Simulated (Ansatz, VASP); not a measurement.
## NaCl: VASP beside Ansatz

```
Na Cl
1.0
     0.00000    2.99095    3.24613
     2.99095    0.00000    3.24613
     2.99095    2.99095    0.00000
Na Cl
1 1
Direct
  0.00000 0.00000 0.00000
  0.25000 0.25000 0.25000
```

Change from the starting cell: epitaxial_xy strain -3.1%.

Alike in both runs: task single point; functional r2SCAN; k mesh 8 × 8 × 8; no spin polarisation.

|  | VASP | Ansatz |
| --- | --- | --- |
| version | VASP 6.6.1 | Ansatz 0.2.0 |
| potentials or method | VASP PAW PBE potentials, release 64 (Na_pv, Cl) | plane waves, PAW |
| plane-wave cutoff (eV) | 520 | 500 |
| occupations | gaussian, width 0.01 eV | fixed |
| valence electrons in the cell | 14 | 16 |

```csv
,VASP,Ansatz,Ansatz less VASP
gap on the k mesh at the Fermi level (eV),5.55,5.53,-0.014
pressure (GPa),0.0,0.2,+0.15
largest component of the traceless stress (GPa),0.17,0.18,+0.008
```

The two sets of potentials don't hold the same shells in valence.

Caveats: the PAW data sets were made with another functional, which shifts forces and pressure a little (VASP). A k mesh can miss the band edges.
